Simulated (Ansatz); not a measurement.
The system is Rb.

```
Rb
1.0
    -2.95451    2.95451    2.73085
     2.95451   -2.95451    2.73085
     2.95451    2.95451   -2.73085
Rb
1
Direct
  0.00000 0.00000 0.00000
```

This isn't the form of Rb at room conditions, which is bcc.

Program: Ansatz 0.2.0. Alike in all runs: cell as given; k mesh 7 × 7 × 7. Hardware: 1 thread of Arm Neoverse V2, on a shared host.

Problem. Order these runs on this cell by their wall time, lowest first.
A. task density of states; level SVWN5; potentials or basis Ansatz PAW; spin SOC, no magnetisation; cutoff (eV) 550; smearing fermi-dirac 0.01 eV; other keys basis.ecutwfc = 550 eV
B. task density of states; level m-r2SCAN+D3(BJ); potentials or basis Ansatz PAW earlier set; spin non-collinear, ferromagnetic start, SOC; cutoff (eV) 420; smearing fermi-dirac 0.1 eV
C. task band structure; level BLYP; potentials or basis JTH PAW; spin off; cutoff (eV) 660; smearing gaussian 0.025 eV; points for each segment of the path 14; other keys scf.mixing.algorithm = broyden; scf.mixing.beta = 0.7; …

Solution. C (7.4 s), A (40 s), B (310 s).

Caveats: the dispersion damping was fitted for another functional or another form of the correction (some runs); the starting moments weren't kept (some runs).
